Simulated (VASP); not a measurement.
A run of VASP 6.6.1:

Contents of INCAR:

```
SYSTEM = PbSe
ALGO = Normal ; EDIFF = 1E-7
EDIFFG = -0.005 ; ENCUT = 600
IBRION = 2 ; ISIF = 3
ISMEAR = 0 ; LASPH = .True.
LCHARG = .False. ; LMIXTAU = .True.
LREAL = .False. ; LWAVE = .False.
METAGGA = R2SCAN ; NELM = 80
NSW = 90 ; PREC = Accurate
SIGMA = 0.03
```

The input KPOINTS:

```
k-points
0
Gamma
  8 8 8
  0 0 0
```

File POSCAR:

```
PbSe                                    
1.0
    0.0000000000      3.0892634914      3.0892634914
    3.0892634914      0.0000000000      3.0892634914
    3.0892634914      3.0892634914      0.0000000000
  Pb              Se            
     1     1
Direct
     0.0000000000000000    0.0000000000000000    0.0000000000000000
     0.5000000000000000    0.5000000000000000    0.5000000000000000
```

Potentials or basis: VASP PAW PBE potentials, release 64 (Pb_d, Se).

The run is started by

```bash
$ cat potpaw_PBE.64/Pb_d/POTCAR potpaw_PBE.64/Se/POTCAR > POTCAR
$ mpirun -np 1 vasp_std > vasp.out
```

Hardware: 1 thread of Intel(R) Xeon(R) 6975P-C (Granite Rapids), with other jobs on the host.

Problem. Estimate the wall time of this run.

Solution. It took 65 s on 1 thread of Intel(R) Xeon(R) 6975P-C (Granite Rapids), with other jobs on the host, peak memory 0.22 GiB. Counts: scf iterations 21, k points 29, ion steps 1.
